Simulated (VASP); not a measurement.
Write the native input for VASP 6.6.1 that does the following.

```yaml
Task: relaxation of cell and atoms
Functional: PBE
Potentials_or_basis: VASP PAW PBE potentials, release 64 (Mo_sv)
Cutoff: 600 eV
k_mesh: 16 × 16 × 16
Occupations: methfessel-paxton, width 0.2 eV
Spin: no spin polarisation
Further_INCAR_settings: ALGO = Normal; EDIFF = 1e-06; IBRION = 2; EDIFFG = -0.01; NSW = 60; ISIF = 3
```

The structure of Mo lies in POSCAR:

```
Mo
1.0
   -1.5800000000      1.5800000000      1.5800000000
    1.5800000000     -1.5800000000      1.5800000000
    1.5800000000      1.5800000000     -1.5800000000
Mo
1
Direct
    0.0000000000      0.0000000000      0.0000000000
```

The cell was built by a generator and needn't be a form met in nature.

The input as run:

INCAR

```
ALGO = Normal
EDIFF = 1E-6
EDIFFG = -0.01
ENCUT = 600
GGA = PE
IBRION = 2
ISIF = 3
ISMEAR = 1
KPAR = 4
LASPH = True
LCHARG = False
LREAL = False
LWAVE = False
NELM = 60
NSW = 60
PREC = Accurate
SIGMA = 0.2
```

KPOINTS

```
k-points
0
Gamma
  16 16 16
```

Potentials or basis: VASP PAW PBE potentials, release 64 (Mo_sv).

Launch:

```console
$ cat potpaw_PBE.64/Mo_sv/POTCAR > POTCAR
$ mpirun -np 4 vasp_std > vasp.out
```

Results of the run:

```yaml
Relaxed_volume: 15.80 Å³/atom
Relaxed_cell: a = 2.738 Å, b = 2.738 Å, c = 2.738 Å, α = 109.47°, β = 109.47°, γ = 109.47°
Space_group_after_relaxing_to_0.05_Å: Im-3m (No. 229)
Energy_gained_by_relaxing: 0.0 meV/atom
Ionic_steps: 3
Pressure_after_relaxing: 0.0 GPa
Band_gap_on_the_k_mesh: none (metal or under the smearing width)
```

It took 16 s on 4 MPI ranks on Intel(R) Xeon(R) Platinum 8488C (Sapphire Rapids), on a shared host, peak memory 0.16 GiB a rank.
